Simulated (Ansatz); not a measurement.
How far is this LiF from the hull?

Computed with DFT PBE, scalar-relativistic, plane waves, PAW in Ansatz. All cells share a 420 eV cutoff and Γ-centred k meshes spaced at most about 0.3 Å⁻¹ (2π included). No spin polarisation.

The zero of energy is the elements' standard structures at the same level (F₂ as a molecule); no fitted shifts are applied.

All energies are static (0 K, no zero-point motion). No dispersion correction is applied, so the spacing and binding between layers, chains or molecules are poorly described (P3_212), and this can change margins and order among such cells.

The competitors are the elements and 1 reference phase of this chemical system (from databases or known types: LiF), relaxed at the same level; other known phases may be missing.

The candidate was reached from: 5-connected net, two elements alternating.

Space group P3_212 (No. 153). a = 3.137 Å, b = 3.137 Å, c = 8.567 Å, α = 90.00°, β = 90.00°, γ = 120.00°
```tsv
atom	site	symmetry	x	y	z
Li	3a	..2	0.4990	0.5010	0.6667
F	3a	..2	0.1670	0.8330	0.6667
```

Question: Where does it stand against these competitors?

Answer: Not the lowest form: another structure of the same formula lies lower. Its formation energy is -2.845 eV/atom. The lowest competing phase at this composition is this:

| phase | space group | source | share of atoms | ΔE_f (eV/atom) |
| --- | --- | --- | --- | --- |
| LiF | P6_3mc (No. 186) | Materials Project | 1.0000 | -2.953 |

The candidate lies 108 meV/atom above this phase. The candidate matches no cell in the subsets of the Crystallography Open Database and the Materials Project at hand. It is metastable at best. Whether it is a true minimum wasn't tested by phonons. The Crystallography Open Database lists this formula in another space group (No. 225).
